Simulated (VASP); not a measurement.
## CdSe (Cadmoselite): single point with LDA

**What was measured.**

A printed reference work, data compilation reports, for a bulk crystal of CdSe at 2 K: band gap 1.841 eV.

The system is CdSe (Cadmoselite).

```
CELL_PARAMETERS angstrom
4.30000 0.00000 0.00000
-2.15000 3.72391 0.00000
0.00000 0.00000 7.02000
ATOMIC_POSITIONS crystal
Cd 0.66667 0.33333 0.50000
Cd 0.33333 0.66667 0.00000
Se 0.66667 0.33333 0.88500
Se 0.33333 0.66667 0.38500
```

```
Program                : VASP 6.6.1
Task                   : single point
Functional             : LDA
Potentials or basis    : VASP PAW LDA potentials, release 64 (Cd, Se)
Cutoff                 : 500 eV
k mesh                 : 6 × 6 × 3
Occupations            : fermi-dirac, width 0.1 eV
Spin                   : no spin polarisation
Dipole correction      : no
Further INCAR settings : ALGO = Normal; EDIFF = 1e-06; NBANDS = 26
```

```yaml
Pressure: -1.4 GPa
Largest_force: 0.267 eV/Å
Band_gap_on_the_k_mesh: 0.46 eV, direct
```

Forces on the atoms (eV/Å):
```
Cd   0.000  0.000  0.267
Cd   0.000  0.000  0.267
Se   0.000  0.000 -0.267
Se   0.000  0.000 -0.267
```

Stress tensor (GPa, compression positive):
```
-0.79  0.00  0.00
 0.00 -0.79  0.00
 0.00  0.00 -2.49
```

Levels at points of the mesh, in eV from the valence-band top:
```csv
k point,band 15,band 16,band 17,band 18,band 19,band 20,band 21,band 22
"(0.00, 0.00, 0.00)",-0.73,-0.01,0.00,0.00,0.46,1.92,5.73,5.73
"(0.50, 0.00, 0.00)",-2.62,-1.89,-1.27,-0.85,3.06,3.13,4.64,5.99
```

It took 16 s on 1 thread of Intel(R) Xeon(R) 6975P-C (Granite Rapids) (shared host), peak memory 0.19 GiB.

Against the measured gap of CdSe, 1.841 eV (2 K; a printed reference work, data compilation), the calculated 0.46 eV is off by -1.38 eV. So large a miss can be the level of theory's own, or it may mean another phase, state or a wrong row. Spin-orbit coupling on Cd, Se is left out. The value is that of LDA, without temperature or zero-point motion. Semilocal functionals fall short of measured gaps as a rule.
